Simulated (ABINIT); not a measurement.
## AgCl (Chlorargyrite) in ABINIT: the effect of functional

The system is AgCl (Chlorargyrite).

```
CELL_PARAMETERS angstrom
0.00000 2.73500 2.73500
2.73500 0.00000 2.73500
2.73500 2.73500 0.00000
ATOMIC_POSITIONS crystal
Ag 0.00000 0.00000 0.00000
Cl 0.50000 0.50000 0.50000
```

Alike in all runs:

* Program: ABINIT 10.8.3 (patched build)
* Task: single point
* Potentials or basis: SPMS NC PBE v1.0
* Cutoff: 599 eV
* k mesh: 6 × 6 × 6
* Occupations: fixed
* Spin: no spin polarisation

Task: One run gave: gap on the mesh 0.91 eV; pressure 3.9 GPa. Which functional did it use?
A. PBE
B. PBEsol
C. HSE06

Result: A.

```csv
functional,gap on the mesh (eV),pressure (GPa)
PBEsol,0.70,-0.7
PBE,0.91,3.9
HSE06,2.20,3.2
```

Caveats: the potentials were made for another functional, which shifts forces and pressure (some runs); Libxc's HSE differs a little from that of other programs (some runs).

A k mesh can miss the band edges.
